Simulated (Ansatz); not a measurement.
Runs of Ansatz 0.2.0 on TiSi2. Symmetry: Fddd, No. 70, orthorhombic system. The conventional cell has a = 4.779 Å, b = 8.235 Å, c = 8.526 Å, α = 90.00°, β = 90.00°, γ = 90.00°. Around Ti (site symmetry 222) lie 10 Si at 2.55 to 2.78 Å. Around Si (site symmetry 2) lie 5 Si at 2.52 to 2.79 Å and 5 Ti at 2.55 to 2.78 Å. The cell is a database's computed one.

```csv
task,level,potentials or basis,U,cell,cutoff (eV),points for each segment of the path,hubbard projectors,double counting,target pressure (GPa),gap on the mesh (eV),pressure (GPa),relaxed volume (Å³/atom),largest force (eV/Å)
band structure,PBE+U,Ansatz PAW,Ti d U = 8 eV,as given,420,14,ortho-atomic (the default),fll (the default),-,none,11.5,-,0.26
relaxation of cell and atoms,PBE,Ansatz PAW,-,relaxed to 10 GPa,420,-,-,-,10,none,10.0,-,-
band structure,PBE+U,Ansatz PAW,Ti d U = 4 eV,as given,420,14,ortho-atomic (the default),fll (the default),-,none,(b),-,0.10
relaxation of cell and atoms,PBE,Ansatz PAW,-,relaxed,420,-,-,-,-,none,0.0,14.17,-
relaxation of cell and atoms,PBE,Ansatz PAW,-,relaxed,420,-,-,-,0,none,0.0,14.17,-
relaxation of cell and atoms,PBE,Ansatz PAW earlier set,-,relaxed,910,-,-,-,-,none,0.0,14.17,-
band structure,PBE+U,Ansatz PAW,Ti d U = 1 eV,as given,420,14,ortho-atomic (the default),fll (the default),-,none,2.8,-,0.01
band structure,PBE+U,Ansatz PAW,Ti d U = 5 eV,as given,420,14,ortho-atomic (the default),fll (the default),-,none,(c),-,0.12
band structure,PBE,Ansatz PAW,-,as given,420,14,-,-,-,none,2.1,-,0.02
relaxation of cell and atoms,PBE,Ansatz PAW,-,relaxed to 20 GPa,420,-,-,-,20,none,20.0,-,-
relaxation of cell and atoms,PBE,Ansatz PAW earlier set,-,relaxed,740,-,-,-,-,none,0.0,14.17,-
relaxation of cell and atoms,PBE,Ansatz NC,-,relaxed,1155,-,-,-,-,none,0.0,(a),-
```

Alike in all rows: no spin polarisation; k mesh 7 × 7 × 7; smearing fermi-dirac 0.05 eV.

Q: Estimate the missing entries.

A: (a) 14.16; (b) 5.4; (c) 6.4.

Caveats: the plane-wave basis is chosen anew once the cell has moved, so the energies of steps on either side of that aren't comparable (some runs); U without spin polarisation on a metal has little footing (some runs); the U is typed as a test and isn't derived for this compound (some runs).

A gap of «none» marks a metal or a gap under the smearing width.
